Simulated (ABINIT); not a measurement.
# CdO (Monteponite): single point with LDA

Crystal: CdO (Monteponite).

```
Cd O
1.0
     0.00000    2.34950    2.34950
     2.34950    0.00000    2.34950
     2.34950    2.34950    0.00000
Cd O
1 1
Direct
  0.00000 0.00000 0.00000
  0.50000 0.50000 0.50000
```

```json
{
  "Program": "ABINIT 10.8.3 (patched build)",
  "Task": "single point",
  "Functional": "LDA",
  "Potentials or basis": "JTH PAW PBE v2.0",
  "Cutoff": "762 eV",
  "k mesh": "10 × 10 × 10",
  "Occupations": "fermi-dirac, width 0.05 eV",
  "Spin": "no spin polarisation",
  "Fine-grid cutoff": "1360.57 eV"
}
```

```json
{
  "Pressure": "-6.6 GPa",
  "Band gap on the k mesh": "none (metal or under the smearing width)",
  "Valence electrons inside the program's atomic spheres": "Cd 10.43; O 4.44"
}
```

Levels at points of the mesh, in eV from the Fermi level:
| k point | band 6 | band 7 | band 8 | band 9 | band 10 | band 11 | band 12 | band 13 |
| --- | --- | --- | --- | --- | --- | --- | --- | --- |
| (0.00, 0.00, 0.00) | -6.52 | -1.58 | -1.58 | -1.58 | -0.71 | 2.13 | 14.29 | 16.73 |
| (0.50, 0.00, 0.00) | -6.25 | -4.02 | -0.16 | -0.16 | 2.12 | 4.09 | 6.97 | 11.44 |
| (0.50, 0.50, 0.00) | -5.77 | -4.61 | -2.56 | -2.56 | 2.11 | 3.47 | 8.18 | 10.98 |

Wall time 32 s on 1 thread of Arm Neoverse V1 (shared host), peak memory 0.11 GiB.

Caveat: the PAW data sets were made with another functional, which shifts forces and pressure a little.
